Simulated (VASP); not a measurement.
# A VASP 6.6.1 single-point calculation on InSb

INCAR

```
NELM = 120
ENCUT = 520
NSW = 0
EDIFF = 1E-7
NBANDS = 11
LCHARG = .FALSE.
ISMEAR = -1
ISIF = 2
SIGMA = 0.02
IBRION = -1
LREAL = .FALSE.
PREC = Accurate
GGA = PE
LWAVE = .FALSE.
LASPH = .TRUE.
```

KPOINTS

```
KPOINTS created by Atomic Simulation Environment
0
Gamma
8 8 8
0 0 0
```

POSCAR

```
In Sb
 1.0000000000000000
     3.7689761793755929    0.0000000000000000    0.0000000000000000
     0.0000000000000000    3.7689761793755929    0.0000000000000000
     0.0000000000000000    0.0000000000000000    3.7689761793755929
 In  Sb
   1   1
Cartesian
  0.0000000000000000  0.0000000000000000  0.0000000000000000
  1.8844880896877965  1.8844880896877965  1.8844880896877965
```

The recommended PBE PAW datasets give the neutral cell 18 valence electrons.

Command

```
mpirun -np 1 vasp_std
```

Q: How does this run end, and what does it give?

A: It converged. Results: gap between bands v and c on the k mesh -3.42 eV (bands overlap: a metal); least direct gap on the k mesh 0.00 eV; pressure 1.2 GPa. Band v is the last that the valence electrons fill when counted band by band, and c is the next.

OSZICAR

```
N       E                     dE             d eps       ncg     rms          rms(c)
DAV:   1     0.107671463791E+03    0.10767E+03   -0.82943E+03   773   0.172E+03
DAV:   2     0.950993987170E+00   -0.10672E+03   -0.10507E+03   785   0.346E+02
DAV:   3    -0.627933715013E+01   -0.72303E+01   -0.70587E+01   914   0.958E+01
DAV:   4    -0.648996493675E+01   -0.21063E+00   -0.20985E+00   952   0.174E+01
DAV:   5    -0.649921445547E+01   -0.92495E-02   -0.92393E-02  1053   0.339E+00    0.277E+00
DAV:   6    -0.646668504424E+01    0.32529E-01   -0.73366E-02   932   0.566E+00    0.155E+00
DAV:   7    -0.646107098371E+01    0.56141E-02   -0.22266E-02  1002   0.254E+00    0.308E-01
DAV:   8    -0.646057330717E+01    0.49768E-03   -0.19012E-03   929   0.815E-01    0.810E-02
DAV:   9    -0.646058825886E+01   -0.14952E-04   -0.13950E-04   872   0.134E-01    0.385E-02
DAV:  10    -0.646058696960E+01    0.12893E-05   -0.49334E-06  1071   0.264E-02    0.169E-02
DAV:  11    -0.646058702308E+01   -0.53479E-07   -0.11882E-06   800   0.166E-02    0.380E-03
DAV:  12    -0.646058664953E+01    0.37355E-06   -0.38246E-08   496   0.217E-03    0.198E-03
DAV:  13    -0.646058657881E+01    0.70715E-07   -0.14905E-08   454   0.249E-03
   1 F= -.64605866E+01 E0= -.64600469E+01  d E =-.107935E-02
```

For comparison, a separate PBE run of the intended cell, on usual settings and not on those above, gives a gap of -3.42 eV on its mesh and a pressure of 1.2 GPa.
